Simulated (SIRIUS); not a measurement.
Here is a SIRIUS 7.12.0 calculation.

File sirius.json:

```json
{
  "control": {
    "processing_unit": "cpu",
    "std_evp_solver_name": "lapack",
    "gen_evp_solver_name": "lapack",
    "verbosity": 2,
    "print_forces": true,
    "ortho_rf": true,
    "use_second_variation": true,
    "rmt_max": 3.0,
    "num_bands_to_print": 23,
    "save_wf": true
  },
  "parameters": {
    "electronic_structure_method": "full_potential_lapwlo",
    "xc_functionals": ["XC_GGA_X_PBE", "XC_GGA_C_PBE"],
    "core_relativity": "dirac",
    "valence_relativity": "iora",
    "num_fv_states": 23,
    "smearing": "fermi_dirac",
    "smearing_width": 0.0003674932,
    "pw_cutoff": 20,
    "gk_cutoff": 3.46,
    "lmax_apw": 10,
    "lmax_rho": 8,
    "lmax_pot": 8,
    "num_mag_dims": 0,
    "auto_rmt": 0,
    "ngridk": [9, 9, 5],
    "shiftk": [0, 0, 0],
    "num_dft_iter": 80,
    "energy_tol": 1e-07,
    "density_tol": 1e-05,
    "use_symmetry": true
  },
  "settings": {"tol_ne": 1e-10},
  "iterative_solver": {"type": "exact"},
  "mixer": {"type": "anderson", "beta": 0.5, "max_history": 8},
  "unit_cell": {
    "lattice_vectors": [[6.1075948348, 0.0, 0.0], [-3.0537974174, 5.2893322829, 0.0], [0.0, 0.0, 9.7264203634]],
    "atom_types": ["Zr"],
    "atom_files": {"Zr": "Zr.json"},
    "atoms": {"Zr": [[0.6666666667, 0.3333333333, 0.75], [0.3333333333, 0.6666666667, 0.25]]}
  }
}
```

Zr.json

```json
{
  "name": "zirconium",
  "symbol": "Zr",
  "number": 40,
  "mass": 91.224,
  "rmin": 1e-06,
  "rmt": 2.54,
  "nrmt": 800,
  "rinf": 17.42,
  "core": "1s2s2p3s3p3d",
  "valence": [
    {"basis": [{"enu": 0.12, "dme": 0, "n": 0, "auto": 0}, {"enu": 0.12, "dme": 1, "n": 0, "auto": 0}]},
    {"l": 0, "n": 1, "basis": [{"enu": 0.22, "dme": 0, "n": 0, "auto": 0}]},
    {"l": 1, "n": 2, "basis": [{"enu": 0.22, "dme": 0, "n": 0, "auto": 0}]},
    {"l": 2, "n": 3, "basis": [{"enu": 0.22, "dme": 0, "n": 0, "auto": 0}]},
    {"l": 3, "n": 4, "basis": [{"enu": 0.22, "dme": 0, "n": 0, "auto": 0}]}
  ],
  "lo": [
    {"l": 0, "basis": [{"enu": 0.22, "dme": 0, "n": 0, "auto": 0}, {"enu": 0.22, "dme": 1, "n": 0, "auto": 0}]},
    {
      "l": 0,
      "basis": [{"enu": -1.6412, "dme": 0, "n": 4, "auto": 1}, {"enu": -1.6412, "dme": 1, "n": 4, "auto": 1}]
    },
    {
      "l": 0,
      "basis": [{"enu": -1.6412, "dme": 1, "n": 4, "auto": 1}, {"enu": 0.22, "dme": 0, "n": 0, "auto": 0}]
    },
    {"l": 0, "basis": [{"enu": 0.22, "dme": 0, "n": 0, "auto": 0}, {"enu": 2.7, "dme": 0, "n": 0, "auto": 0}]},
    {"l": 1, "basis": [{"enu": 0.22, "dme": 0, "n": 0, "auto": 0}, {"enu": 0.22, "dme": 1, "n": 0, "auto": 0}]},
    {
      "l": 1,
      "basis": [{"enu": -0.8359, "dme": 0, "n": 4, "auto": 1}, {"enu": -0.8359, "dme": 1, "n": 4, "auto": 1}]
    },
    {
      "l": 1,
      "basis": [{"enu": -0.8359, "dme": 1, "n": 4, "auto": 1}, {"enu": 0.22, "dme": 0, "n": 0, "auto": 0}]
    },
    {"l": 1, "basis": [{"enu": 0.22, "dme": 0, "n": 0, "auto": 0}, {"enu": 3.072, "dme": 0, "n": 0, "auto": 0}]},
    {"l": 2, "basis": [{"enu": 0.22, "dme": 0, "n": 0, "auto": 0}, {"enu": 0.22, "dme": 1, "n": 0, "auto": 0}]},
    {"l": 2, "basis": [{"enu": 0.22, "dme": 1, "n": 0, "auto": 0}, {"enu": 0.22, "dme": 2, "n": 0, "auto": 0}]},
    {"l": 2, "basis": [{"enu": 0.22, "dme": 0, "n": 0, "auto": 0}, {"enu": 2.638, "dme": 0, "n": 0, "auto": 0}]},
    {"l": 3, "basis": [{"enu": 0.22, "dme": 0, "n": 0, "auto": 0}, {"enu": 0.22, "dme": 1, "n": 0, "auto": 0}]},
    {"l": 3, "basis": [{"enu": 0.22, "dme": 0, "n": 0, "auto": 0}, {"enu": 2.917, "dme": 0, "n": 0, "auto": 0}]}
  ],
  "free_atom": [... radial grid and density of the free atom, the start of the SCF ...]
}
```

Contents of sirius_start.json:

```json
{
  "control": {
    "processing_unit": "cpu",
    "std_evp_solver_name": "lapack",
    "gen_evp_solver_name": "lapack",
    "verbosity": 1,
    "print_forces": false,
    "ortho_rf": true,
    "use_second_variation": true,
    "rmt_max": 3.0,
    "num_bands_to_print": 23,
    "save_wf": false
  },
  "parameters": {
    "electronic_structure_method": "full_potential_lapwlo",
    "xc_functionals": ["XC_LDA_X", "XC_LDA_C_PW"],
    "core_relativity": "dirac",
    "valence_relativity": "iora",
    "num_fv_states": 23,
    "smearing": "fermi_dirac",
    "smearing_width": 0.0055123983,
    "pw_cutoff": 20,
    "gk_cutoff": 2.77,
    "lmax_apw": 10,
    "lmax_rho": 8,
    "lmax_pot": 8,
    "num_mag_dims": 0,
    "auto_rmt": 0,
    "ngridk": [4, 4, 2],
    "shiftk": [0, 0, 0],
    "num_dft_iter": 30,
    "energy_tol": 0.01,
    "density_tol": 0.05,
    "use_symmetry": true
  },
  "settings": {"tol_ne": 1e-10},
  "iterative_solver": {"type": "exact"},
  "mixer": {"type": "anderson", "beta": 0.5, "max_history": 8},
  "unit_cell": {
    "lattice_vectors": [[6.1075948348, 0.0, 0.0], [-3.0537974174, 5.2893322829, 0.0], [0.0, 0.0, 9.7264203634]],
    "atom_types": ["Zr"],
    "atom_files": {"Zr": "Zr.json"},
    "atoms": {"Zr": [[0.6666666667, 0.3333333333, 0.75], [0.3333333333, 0.6666666667, 0.25]]}
  }
}
```

Potentials or basis: all-electron FP-LAPW, apw+lo standard.

Run with:

```sh
$ OMP_NUM_THREADS=1 sirius.scf --input=sirius_start.json --output=start.json
$ OMP_NUM_THREADS=1 sirius.scf --input=sirius.json --output=output.json --task=1
```

**Question.** What does it give for the band gap on the k mesh?

**Answer.** None (metal or under the smearing width).
